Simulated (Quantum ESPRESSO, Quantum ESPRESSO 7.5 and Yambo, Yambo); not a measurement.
# BeTe (F-43m): G0W0 with Yambo, start to end

Wanted: ground state, empty states, screening and self-energy for BeTe (F-43m).

Calculated with Quantum ESPRESSO 7.5 and Yambo 5.3.0; PBE and many-body steps on it, plane waves.

**What was measured.**

- Gap 2.7 eV: absolute (indirect, Gamma to X) gap; bulk crystal (quoted from earlier experiment) (quoted in “The band structure of BeTe - a combined experimental and theoretical study”, 1997, arxiv:cond-mat/9712266).

- Gap 2.8 eV: absolute (indirect, Gamma to X) gap, second literature value; film (quoted from earlier experiment) (quoted in “The band structure of BeTe - a combined experimental and theoretical study”, 1997, arxiv:cond-mat/9712266).

### 1. The structure

The structure is cubic, space group F-43m (No. 216). Conventional cell: a = 5.663 Å, b = 5.663 Å, c = 5.663 Å, α = 90.00°, β = 90.00°, γ = 90.00°. Nearest to Be lie 4 Te at 2.45 Å. Te has 4 Be at 2.45 Å nearest. Farther neighbours and most contacts between anions are not listed.

The cell and positions are those that the Materials Project relaxed with its own functionals (PBE, PBE+U or r2SCAN), kept fixed. Spin-orbit coupling is left out unless a step names it.

### 2. Ground state

This step: Quantum ESPRESSO 7.5; DFT, PBE, plane waves, norm-conserving pseudopotentials.

The ground-state density comes first.

Input file pw.in:

```
&control
  calculation = 'scf'
  prefix = 'x'
  outdir = 'o'
  pseudo_dir = 'pseudo'
/
&system
  ibrav = 0
  nat = 2
  ntyp = 2
  ecutwfc = 88.0
  nbnd = 19
  force_symmorphic = .true.
/
&electrons
  conv_thr = 1e-10
  electron_maxstep = 80
  mixing_beta = 0.5
/
ATOMIC_SPECIES
  Be 9.012 Be.upf
  Te 127.6 Te.upf
CELL_PARAMETERS angstrom
  -0.0000000000 2.8314587876 2.8314587876
  2.8314587876 0.0000000000 2.8314587876
  2.8314587876 2.8314587876 0.0000000000
ATOMIC_POSITIONS crystal
  Be 0.0000000000 0.0000000000 0.0000000000
  Te 0.7500000000 0.7500000000 0.7500000000
K_POINTS automatic
  6 6 6 0 0 0
```

Launch:

```bash
OMP_NUM_THREADS=1 mpirun -n 4 pw.x -nk 4 -in pw.in > pw.out
```

What it wrote:

```text
Program PWSCF v.7.5 starts

     This program is part of the open-source Quantum ESPRESSO suite
     for quantum simulation of materials; please cite
         "P. Giannozzi et al., J. Phys.:Condens. Matter 21 395502 (2009);
         "P. Giannozzi et al., J. Phys.:Condens. Matter 29 465901 (2017);
         "P. Giannozzi et al., J. Chem. Phys. 152 154105 (2020);
     in publications or presentations arising from this work. More details at
     Message from routine setup:
     using ibrav=0 with symmetry is DISCOURAGED, use correct ibrav instead

     G-vector sticks info

     bravais-lattice index     =            0
     lattice parameter (alat)  =       7.5670  a.u.
     unit-cell volume          =     306.3778 (a.u.)^3
     number of atoms/cell      =            2
     number of atomic types    =            2
     number of electrons       =        28.00
     number of Kohn-Sham states=           19
     kinetic-energy cutoff     =      88.0000  Ry
     charge density cutoff     =     352.0000  Ry
     scf convergence threshold =      1.0E-10
     mixing beta               =       0.5000
     number of iterations used =            8  plain     mixing
     Exchange-correlation= PBE
                           (   1   4   3   4   0   0   0)

     celldm(1)=   7.567007  celldm(2)=   0.000000  celldm(3)=   0.000000
     celldm(4)=   0.000000  celldm(5)=   0.000000  celldm(6)=   0.000000

     crystal axes: (cart. coord. in units of alat)
               a(1) = (  -0.000000   0.707107   0.707107 )
               a(2) = (   0.707107   0.000000   0.707107 )
               a(3) = (   0.707107   0.707107   0.000000 )

     reciprocal axes: (cart. coord. in units 2 pi/alat)
               b(1) = ( -0.707107  0.707107  0.707107 )
               b(2) = (  0.707107 -0.707107  0.707107 )
               b(3) = (  0.707107  0.707107 -0.707107 )
     Pseudo is Norm-conserving, Zval =  4.0
     Generated using ONCVPSP code by D. R. Hamann
     Using radial grid of 1358 points,  4 beta functions with:
     Pseudo is Norm-conserving + core correction, Zval = 24.0
     Generated using ONCVPSP code by D. R. Hamann
     Using radial grid of 1294 points,  8 beta functions with:
     Be                4.00     9.01200     Be( 1.00)
     Te               24.00   127.60000     Te( 1.00)

     24 Sym. Ops. (no inversion) found

   Cartesian axes

     site n.     atom                  positions (alat units)
         1        Be     tau(   1) = (   0.0000000   0.0000000   0.0000000  )
         2        Te     tau(   2) = (   1.0606602   1.0606602   1.0606602  )

     number of k points=    16
                       cart. coord. in units 2pi/alat
        k(    1) = (   0.0000000   0.0000000   0.0000000), wk =   0.0092593
        k(    2) = (   0.1178511   0.1178511  -0.1178511), wk =   0.0740741
        k(    3) = (   0.2357023   0.2357023  -0.2357023), wk =   0.0740741
        k(    4) = (  -0.3535534  -0.3535534   0.3535534), wk =   0.0370370
        k(    5) = (   0.2357023   0.0000000  -0.0000000), wk =   0.0555556
        k(    6) = (   0.3535534   0.1178511  -0.1178511), wk =   0.2222222
        k(    7) = (  -0.2357023  -0.4714045   0.4714045), wk =   0.2222222
        k(    8) = (  -0.1178511  -0.3535534   0.3535534), wk =   0.2222222
        k(    9) = (   0.0000000  -0.2357023   0.2357023), wk =   0.1111111
        k(   10) = (   0.4714045   0.0000000  -0.0000000), wk =   0.0555556
     [... 4 further rows ...]
        k(   15) = (  -0.1178511  -0.3535534   0.5892557), wk =   0.2222222
        k(   16) = (  -0.7071068   0.2357023   0.0000000), wk =   0.1111111

     Dense  grid:    34327 G-vectors     FFT dimensions: (  45,  45,  45)

     Initial potential from superposition of free atoms

     starting charge      27.9996, renormalised to      28.0000
     Starting wfcs are   15 randomized atomic wfcs +    4 random wfcs

     per-process dynamical memory:    27.1 Mb

     Self-consistent Calculation

     iteration #  1     ecut=    88.00 Ry     beta= 0.50

     Threshold (ethr) on eigenvalues was too large:
     Diagonalizing with lowered threshold

     total energy              =    -588.95475943 Ry
     estimated scf accuracy    <       0.03227431 Ry

     iteration #  2     ecut=    88.00 Ry     beta= 0.50

     total energy              =    -588.95643516 Ry
     estimated scf accuracy    <       0.00414585 Ry

     iteration #  3     ecut=    88.00 Ry     beta= 0.50

     total energy              =    -588.95666792 Ry
     estimated scf accuracy    <       0.00028314 Ry

     iteration #  4     ecut=    88.00 Ry     beta= 0.50

     total energy              =    -588.95669241 Ry
     estimated scf accuracy    <       0.00001333 Ry

     iteration #  5     ecut=    88.00 Ry     beta= 0.50

     total energy              =    -588.95669469 Ry
     estimated scf accuracy    <       0.00000053 Ry

     iteration #  6     ecut=    88.00 Ry     beta= 0.50

     total energy              =    -588.95669488 Ry
     estimated scf accuracy    <       0.00000001 Ry

     iteration #  7     ecut=    88.00 Ry     beta= 0.50

     total energy              =    -588.95669489 Ry
     estimated scf accuracy    <          4.4E-09 Ry

     iteration #  8     ecut=    88.00 Ry     beta= 0.50

     total energy              =    -588.95669489 Ry
     estimated scf accuracy    <          3.4E-10 Ry

     iteration #  9     ecut=    88.00 Ry     beta= 0.50

     End of self-consistent calculation

          k = 0.0000 0.0000 0.0000 (  4279 PWs)   bands (ev):

  -150.4589-100.4840-100.4840-100.4840 -91.9314 -27.7629 -27.7629 -27.7629
   -27.7508 -27.7508  -3.7514   8.4384   8.4384   8.4384  12.0832  12.0832
    12.0832  12.1482  16.7384

          k = 0.1179 0.1179-0.1179 (  4285 PWs)   bands (ev):

  -150.4589-100.4840-100.4840-100.4840 -91.9314 -27.7621 -27.7621 -27.7621
   -27.7510 -27.7510  -3.4996   6.4828   8.0719   8.0719  11.8896  12.6145
    12.6145  14.1380  17.3592

          k = 0.2357 0.2357-0.2357 (  4272 PWs)   bands (ev):

  -150.4589-100.4840-100.4840-100.4840 -91.9313 -27.7612 -27.7606 -27.7606
   -27.7506 -27.7506  -2.8730   4.0717   7.5445   7.5445  11.6015  13.0798
    13.0798  16.1943  17.7324

          k =-0.3536-0.3536 0.3536 (  4314 PWs)   bands (ev):

     [... further k-points ...]

     highest occupied, lowest unoccupied level (ev):     8.4384   10.4653

!    total energy              =    -588.95669489 Ry
     estimated scf accuracy    <          3.5E-11 Ry

     The total energy is the sum of the following terms:
     one-electron contribution =    -453.99447766 Ry
     hartree contribution      =     210.24226870 Ry
     xc contribution           =     -77.18162023 Ry
     ewald contribution        =    -268.02286570 Ry

     convergence has been achieved in   9 iterations

     XML data file, charge density, pseudopotentials, collected wavefunctions

=------------------------------------------------------------------------------=
   JOB DONE.
=------------------------------------------------------------------------------=
```

Wall time 6.9 s (4 MPI ranks of Arm Neoverse V1, shared host); peak memory 0.28 GiB.

Numbers from this step:

| Quantity | Value |
| --- | --- |
| total energy | -8013.1641 eV |
| gap | 2.027 eV |
| k of the valence top | 0, 0, 0 |
| k of the conduction bottom | 0, -0.5, -0.5 |
| least direct gap | 3.645 eV |

The gap is indirect, with the least direct gap 1.62 eV higher.

### 3. Bands along the symmetry lines

Levels along a band path, at the cheap level, show where the edges lie and whether the meshes to come will hold them.

Input file pw.in:

```
&control
  calculation = 'bands'
  prefix = 'x'
  outdir = 'o'
  pseudo_dir = 'pseudo'
/
&system
  ibrav = 0
  nat = 2
  ntyp = 2
  ecutwfc = 88.0
  nbnd = 20
  force_symmorphic = .true.
/
&electrons
  conv_thr = 1e-9
  electron_maxstep = 80
  diago_full_acc = .true.
  diago_thr_init = 5e-6
/
ATOMIC_SPECIES
  Be 9.012 Be.upf
  Te 127.6 Te.upf
CELL_PARAMETERS angstrom
  -0.0000000000 2.8314587876 2.8314587876
  2.8314587876 0.0000000000 2.8314587876
  2.8314587876 2.8314587876 0.0000000000
ATOMIC_POSITIONS crystal
  Be 0.0000000000 0.0000000000 0.0000000000
  Te 0.7500000000 0.7500000000 0.7500000000
K_POINTS crystal
  50
  0.00000000 0.00000000 0.00000000 1
  -0.06250000 -0.06250000 0.00000000 1
  -0.12500000 -0.12500000 0.00000000 1
  -0.18750000 -0.18750000 0.00000000 1
  -0.25000000 -0.25000000 0.00000000 1
  -0.31250000 -0.31250000 0.00000000 1
  -0.37500000 -0.37500000 0.00000000 1
  -0.43750000 -0.43750000 0.00000000 1
  -0.50000000 -0.50000000 0.00000000 1
  -0.48437500 -0.48437500 0.03125000 1
  -0.46875000 -0.46875000 0.06250000 1
  -0.45312500 -0.45312500 0.09375000 1
  -0.43750000 -0.43750000 0.12500000 1
  -0.42187500 -0.42187500 0.15625000 1
  -0.40625000 -0.40625000 0.18750000 1
  -0.39062500 -0.39062500 0.21875000 1
  -0.37500000 -0.37500000 0.25000000 1
  -0.37500000 0.00000000 0.37500000 1
  -0.32812500 0.00000000 0.32812500 1
  -0.28125000 0.00000000 0.28125000 1
  -0.23437500 0.00000000 0.23437500 1
  -0.18750000 0.00000000 0.18750000 1
  -0.14062500 0.00000000 0.14062500 1
  -0.09375000 0.00000000 0.09375000 1
  -0.04687500 0.00000000 0.04687500 1
  0.00000000 0.00000000 0.00000000 1
  0.00000000 0.00000000 0.06250000 1
  0.00000000 0.00000000 0.12500000 1
  0.00000000 0.00000000 0.18750000 1
  0.00000000 0.00000000 0.25000000 1
  0.00000000 0.00000000 0.31250000 1
  0.00000000 0.00000000 0.37500000 1
  0.00000000 0.00000000 0.43750000 1
  -0.00000000 -0.00000000 0.50000000 1
  -0.06250000 -0.03125000 0.46875000 1
  -0.12500000 -0.06250000 0.43750000 1
  -0.18750000 -0.09375000 0.40625000 1
  -0.25000000 -0.12500000 0.37500000 1
  -0.31250000 -0.15625000 0.34375000 1
  -0.37500000 -0.18750000 0.31250000 1
  -0.43750000 -0.21875000 0.28125000 1
  -0.50000000 -0.25000000 0.25000000 1
  -0.50000000 -0.28125000 0.21875000 1
  -0.50000000 -0.31250000 0.18750000 1
  -0.50000000 -0.34375000 0.15625000 1
  -0.50000000 -0.37500000 0.12500000 1
  -0.50000000 -0.40625000 0.09375000 1
  -0.50000000 -0.43750000 0.06250000 1
  -0.50000000 -0.46875000 0.03125000 1
  -0.50000000 -0.50000000 0.00000000 1
```

What it wrote:

```text
[banner, memory and clock lines left out]
Program PWSCF v.7.5 starts

     Atomic positions and unit cell read from directory:
     o/x.save/

     Message from routine setup:
     using ibrav=0 with symmetry is DISCOURAGED, use correct ibrav instead

     G-vector sticks info

     bravais-lattice index     =            0
     lattice parameter (alat)  =       7.5670  a.u.
     unit-cell volume          =     306.3778 (a.u.)^3
     number of atoms/cell      =            2
     number of atomic types    =            2
     number of electrons       =        28.00
     number of Kohn-Sham states=           20
     kinetic-energy cutoff     =      88.0000  Ry
     charge density cutoff     =     352.0000  Ry
     Exchange-correlation= PBE
                           (   1   4   3   4   0   0   0)

     celldm(1)=   7.567007  celldm(2)=   0.000000  celldm(3)=   0.000000
     celldm(4)=   0.000000  celldm(5)=   0.000000  celldm(6)=   0.000000

     crystal axes: (cart. coord. in units of alat)
               a(1) = (  -0.000000   0.707107   0.707107 )
               a(2) = (   0.707107   0.000000   0.707107 )
               a(3) = (   0.707107   0.707107   0.000000 )

     reciprocal axes: (cart. coord. in units 2 pi/alat)
               b(1) = ( -0.707107  0.707107  0.707107 )
               b(2) = (  0.707107 -0.707107  0.707107 )
               b(3) = (  0.707107  0.707107 -0.707107 )
     Pseudo is Norm-conserving, Zval =  4.0
     Generated using ONCVPSP code by D. R. Hamann
     Using radial grid of 1358 points,  4 beta functions with:
     Pseudo is Norm-conserving + core correction, Zval = 24.0
     Generated using ONCVPSP code by D. R. Hamann
     Using radial grid of 1294 points,  8 beta functions with:
     Be                4.00     9.01200     Be( 1.00)
     Te               24.00   127.60000     Te( 1.00)

     24 Sym. Ops. (no inversion) found

   Cartesian axes

     site n.     atom                  positions (alat units)
         1        Be     tau(   1) = (   0.0000000   0.0000000   0.0000000  )
         2        Te     tau(   2) = (   1.0606602   1.0606602   1.0606602  )

     number of k points=    50
                       cart. coord. in units 2pi/alat
        k(    1) = (   0.0000000   0.0000000   0.0000000), wk =   0.0400000
        k(    2) = (   0.0000000   0.0000000  -0.0883883), wk =   0.0400000
        k(    3) = (   0.0000000   0.0000000  -0.1767767), wk =   0.0400000
[...]
[... 38 further rows ...]
        k(   49) = (   0.0441942  -0.0000000  -0.7071068), wk =   0.0400000
        k(   50) = (   0.0000000   0.0000000  -0.7071068), wk =   0.0400000

     Dense  grid:    34327 G-vectors     FFT dimensions: (  45,  45,  45)

     The potential is recalculated from file :
     o/x.save/charge-density

     Starting wfcs are   15 randomized atomic wfcs +    5 random wfcs

     Band Structure Calculation

     End of band structure calculation

          k = 0.0000 0.0000 0.0000 (  4279 PWs)   bands (ev):

  -150.4588-100.4840-100.4840-100.4840 -91.9314 -27.7629 -27.7629 -27.7629
   -27.7508 -27.7508  -3.7514   8.4384   8.4384   8.4384  12.0832  12.0832
    12.0832  12.1482  16.7384  18.8475

          k = 0.0000 0.0000-0.0884 (  4288 PWs)   bands (ev):

  -150.4588-100.4840-100.4840-100.4840 -91.9314 -27.7629 -27.7626 -27.7626
   -27.7512 -27.7507  -3.7028   8.1040   8.2469   8.2469  11.9582  12.3498
    12.3498  12.5090  16.8821  17.8902

          k = 0.0000 0.0000-0.1768 (  4280 PWs)   bands (ev):

  -150.4588-100.4840-100.4840-100.4840 -91.9314 -27.7628 -27.7618 -27.7618
   -27.7513 -27.7504  -3.5595   7.3486   7.8013   7.8013  11.7058  13.0178
    13.0178  13.1562  16.6059  17.5977

          k =-0.0000 0.0000-0.2652 (  4264 PWs)   bands (ev):

[...]
k = 0.0000 0.0000-0.3536 (  4256 PWs)   bands (ev):

[...]
k = 0.0000-0.0000-0.4419 (  4260 PWs)   bands (ev):

[...]
k =-0.0000 0.0000-0.5303 (  4276 PWs)   bands (ev):

[...]
k = 0.0000-0.0000-0.6187 (  4272 PWs)   bands (ev):

[...]
k = 0.5303-0.0000-0.5303 (  4272 PWs)   bands (ev):

[...]
k = 0.0000 0.0000 0.0000 (  4279 PWs)   bands (ev):

[...]
k = 0.1326 0.0000-0.7071 (  4260 PWs)   bands (ev):

[...]
k = 0.0884-0.0000-0.7071 (  4258 PWs)   bands (ev):

[...]
k = 0.0442-0.0000-0.7071 (  4258 PWs)   bands (ev):

  -150.4588-100.4840-100.4840-100.4840 -91.9314 -27.7637 -27.7567 -27.7566
   -27.7527 -27.7484  -1.9773   3.4354   5.8247   5.8357  10.5359  11.2155
    17.9953  18.0036  19.8361  21.0507

          k = 0.0000 0.0000-0.7071 (  4264 PWs)   bands (ev):

  -150.4588-100.4840-100.4840-100.4840 -91.9314 -27.7640 -27.7567 -27.7567
   -27.7528 -27.7484  -1.9784   3.4227   5.8607   5.8607  10.4653  11.1494
    18.0844  18.0844  19.9022  21.2690

     XML data file, pseudopotentials, collected wavefunctions
```

The job ended after 5.7 s (4 MPI ranks; peak memory 0.24 GiB; 22 s of CPU time).

Numbers from this step:

```
gap                        : 2.027 eV
k of the valence top       : 0, 0, 0
k of the conduction bottom : -0.5, -0.5, 0
least direct gap           : 3.645 eV
```

The gap is 2.027 eV, as in the run before at this level.

The electronic bands at the labelled points (eV, zero at the top of the highest filled band):

| point | band 11 | band 12 | band 13 | band 14 | band 15 | band 16 | band 17 | band 18 |
| --- | --- | --- | --- | --- | --- | --- | --- | --- |
| Γ | -12.19 | 0.00 | 0.00 | 0.00 | 3.64 | 3.64 | 3.64 | 3.71 |
| halfway | -11.47 | -2.86 | -1.63 | -1.63 | 2.65 | 4.41 | 6.43 | 6.43 |
| X | -10.42 | -5.02 | -2.58 | -2.58 | 2.03 | 2.71 | 9.65 | 9.65 |
| halfway | -10.41 | -4.92 | -3.06 | -2.47 | 2.35 | 3.37 | 9.06 | 9.11 |
| U | -10.44 | -4.67 | -3.78 | -2.17 | 2.75 | 5.28 | 7.86 | 8.13 |
| jump to K | -10.44 | -4.67 | -3.78 | -2.17 | 2.75 | 5.28 | 7.86 | 8.13 |
| halfway | -11.41 | -3.47 | -2.20 | -0.65 | 4.05 | 4.68 | 5.21 | 6.25 |
| Γ | -12.19 | 0.00 | 0.00 | 0.00 | 3.64 | 3.64 | 3.64 | 3.71 |
| halfway | -11.65 | -3.26 | -0.65 | -0.65 | 3.29 | 4.51 | 4.51 | 6.96 |
| L | -10.89 | -5.43 | -1.10 | -1.10 | 3.05 | 4.62 | 4.62 | 7.84 |
| halfway | -10.66 | -5.01 | -2.83 | -1.85 | 4.21 | 4.41 | 6.65 | 7.73 |
| W | -10.39 | -4.50 | -3.60 | -3.12 | 5.30 | 5.54 | 5.60 | 6.15 |
| halfway | -10.40 | -4.82 | -3.05 | -2.87 | 3.05 | 3.67 | 8.22 | 8.40 |
| X | -10.42 | -5.02 | -2.58 | -2.58 | 2.03 | 2.71 | 9.65 | 9.65 |

The electronic bands as a text plot (rows in eV, shown from -8.0 to 7.9 only):

```
    7.6 |    +  ++        ++                 +++++    ++
    6.9 |                  +++              +         +++   +
    6.3 |     ++            +++++++        +            ++++
    5.6 |    +            +   ++   ++                +    +
    4.9 |  +++           +      +++      ++  ++++++++  +++ ++
    4.3 | +++ ++                ++++++  +++++     ++++++    +
    3.6 |++     ++     ++   ++++   ++++++++++       ++       +
    2.9 |  +++++  +++++  +++                 +++++++         ++++
    2.3 |       +++++++++                                      ++
    1.6 |
    1.0 |
    0.3 |*                           ***
   -0.4 | ***                   ******  *****
   -1.0 |  ***                **   **    **  ********
   -1.7 |    ***           ***   ****               ***
   -2.4 |       ***********     ***        *         * **      **
   -3.0 |     **      ***     **            *         ** *******
   -3.7 |       **       *****  *                       *****
   -4.4 |         *       ******             **         *****
   -5.0 |          *******                     **   ****     ****
   -5.7 |                                        ***
   -6.3 |
   -7.0 |
   -7.7 |
         Γ           X  U|K            Γ         L        W     X
```

(Continued in part 2 of 3.)

[Paths, hosts, dates, memory and timing lines, banners, echoed tables and standing remarks are left out of the program output.]

[Logs are printed without paths, hosts, clocks, repeated set-up lines and the standing remarks that a program may print on its own settings, such as how far it seeks lower states.]

[Runs of the session that timed out or met a known fault of the program may be left out.]

[Hosts, paths, dates, database ids (printed as entryN), source tags and the programs' standing remarks are cut or masked in the printed files.]
